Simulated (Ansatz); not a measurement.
BaS: stiffness from a series of strains

```yaml
crystal:
  lattice:
    - [0.00000, 3.19375, 3.19375]
    - [3.19375, 0.00000, 3.19375]
    - [3.19375, 3.19375, 0.00000]
  atoms:
    - { symbol: Ba, position: [0.00000, 0.00000, 0.00000] }
    - { symbol: S, position: [0.50000, 0.50000, 0.50000] }
```

Atoms are numbered in the order listed.

The cell is COD entry 9008600, as deposited and not checked against the literature; nothing was relaxed.

No spin–orbit coupling, which matters for the heavy atoms here.

Method: Ansatz 0.2.0, DFT, LDA, all-electron LAPW, scalar-relativistic.

Numerical set-up: a Γ-centred 7×7×7 k mesh, Fermi–Dirac smearing of 0.01 eV, basis error target 0.25 meV/atom, no spin polarisation.

The strain is applied along the Cartesian axes of the cell as listed (γ is the engineering shear, twice εxy = εyz = εzx). Fractional coordinates are held (clamped ions).

σ is the change of stress from the unstrained cell, which is at -2.47 GPa; tension is positive, so slopes are stress–strain coefficients at that pressure.

Only quantities that a quadratic follows smoothly over the whole series are listed; rougher ones are left out.

```
      γ  σxy (GPa)
-0.0200      -0.37
 0.0000       0.00
 0.0100       0.20
 0.0200       0.41
```

Task: Fit the series and read off the stiffness at zero strain.

Result: Least-squares fits y = p0 + p1 x + p2 x² to the rows give σxy (GPa): p1 = 19.5, p2 = 50. So C44 (clamped ions) = 19 GPa.

Task: One run, at γ = -0.0100, is withheld. Predict its row.

Result: The fits give -0.19; the run gave -0.19.
